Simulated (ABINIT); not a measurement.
Runs of ABINIT 10.8.3 (patched build) on Te2Pt. It takes space group P-3m1 (No. 164, trigonal). Conventional cell: a = 4.018 Å, b = 4.018 Å, c = 5.212 Å, α = 90.00°, β = 90.00°, γ = 120.00°. Te (site symmetry 3m) has 3 Pt at 2.66 Å as nearest neighbours. Around Pt (site symmetry -3m) lie 6 Te at 2.66 Å. 

| task | level | potentials or basis | spin | U | fixed moment (μB) | k mesh | cutoff (eV) | fine-grid cutoff | k mesh for the DOS | moment constraint | constraint weight | mesh quality | gap on the mesh (eV) | pressure (GPa) | moment (μB) | largest force (eV/Å) |
| --- | --- | --- | --- | --- | --- | --- | --- | --- | --- | --- | --- | --- | --- | --- | --- | --- |
| single point | PBE+U | JTH PAW PBE v2.0 | collinear, ferromagnetic start | Pt d U = 5 eV | 6.0 | 6 × 6 × 4 | 544 | 1088.46 eV | - | - | - | not flagged | - | 33.2 | 6.00 | 2.26 |
| projected density of states | PBE+U | JTH PAW PBE v2.0 | collinear, ferromagnetic start | Pt d U = 5 eV | - | 5 × 5 × 3 | 544 | 1088.46 eV | 7 × 7 × 4 | - | - | coarse | none | 8.4 | 0.00 | 0.88 |
| single point | PBE+U | JTH PAW PBE v2.0 | collinear, ferromagnetic start | Pt d U = 5 eV | - | 6 × 6 × 4 | 544 | 1088.46 eV | - | 1 | 0.05 | not flagged | none | 5.8 | 0.18 | 0.65 |
| single point | PBE+U | JTH PAW PBE v2.0 | collinear, ferromagnetic start | Pt d U = 4 eV | - | 6 × 6 × 4 | 544 | 1088.46 eV | - | - | - | not flagged | none | 8.4 | 0.00 | 1.14 |
| single point | LDA+U | JTH PAW LDA v2.0 | collinear, ferromagnetic start | Pt d U = 5 eV | - | 6 × 6 × 4 | 544 | 1088.46 eV | - | - | - | not flagged | none | 1.4 | 0.00 | (a) |
| single point | r2SCAN+U | JTH PAW PBE v2.0 | collinear, ferromagnetic start | Pt d U = 5 eV | - | 4 × 4 × 3 | 490 | 979.61 eV | - | - | - | coarse | none | 6.7 | 0.04 | 0.76 |
| single point | PBE+U | JTH PAW PBE v2.0 | collinear, ferromagnetic start | Pt d U = 5 eV, J = 0.5 eV | - | 6 × 6 × 4 | 544 | 1088.46 eV | - | - | - | not flagged | none | 8.3 | 0.00 | 1.14 |
| single point | PBE+U | JTH PAW PBE v2.0 | off | Pt d U = 5 eV | - | 6 × 6 × 4 | 544 | 1088.46 eV | - | - | - | not flagged | none | (b) | - | 1.13 |

Alike in all rows: cell as given; smearing gaussian 0.05 eV.

Task: Fill in the values left out.

Result: (a) 0.72; (b) 8.2.

Caveats: some runs use coarse meshes; the U is typed as a test and isn't derived for this compound; forces of over 1 eV/Å show positions far from the minimum, so gaps and moduli don't describe the material at rest (some runs); the moment is held away from its start (some runs); a pressure of tens of GPa on the cell as given is suspect, and the run, the potentials or the cell itself is likely at fault (some runs); the highest band is partly filled, so the run has too few bands (some runs); the total moment is fixed, so each spin has its own Fermi level (some runs); moments held by a penalty levels and stress carry it (some runs).

A k mesh can miss the band edges, and the runs leave out spin-orbit coupling on Pt, Te.

A gap of «none» marks a metal or a gap under the smearing width.
